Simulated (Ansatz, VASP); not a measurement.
**RbBr3 in VASP and in Ansatz**

```
CELL_PARAMETERS angstrom
0.00000 3.89229 3.89229
3.89229 0.00000 3.89229
3.89229 3.89229 0.00000
ATOMIC_POSITIONS crystal
Rb 0.00000 0.00000 0.00000
Br 0.25000 0.25000 0.25000
Br 0.75000 0.75000 0.75000
Br 0.50000 0.50000 0.50000
```

Change from the starting cell: species swapped into the Tc3Ge type (Fm-3m, No. 225).

Alike in both runs: task relaxation of cell and atoms; functional PBE; k mesh 10 × 10 × 10; occupations gaussian, width 0.1 eV; no spin polarisation.

```csv
,VASP,Ansatz
version,VASP 6.6.1,Ansatz 0.2.0
potentials or method,"VASP PAW PBE potentials, release 64 (Rb_sv, Br)","scalar-relativistic, plane waves, PAW"
plane-wave cutoff (eV),600,420
valence electrons in the cell,30,30
```

```tsv
	VASP	Ansatz	Ansatz less VASP
gap on the k mesh at the Fermi level, each at its own relaxed structure (eV)	none	none	-
relaxed volume (Å³/atom)	34.61	34.54	-0.074
relaxed cell length with the largest relative difference (Å)	5.807	5.803	-0.0041
energy change over the relaxation (meV/atom)	-46	-45	+0.9
```

A gap of «none» marks a metal or a gap that the smearing closes.

Caveats: the volume moved by over 15 % at a fixed basis, so the end points are rough.
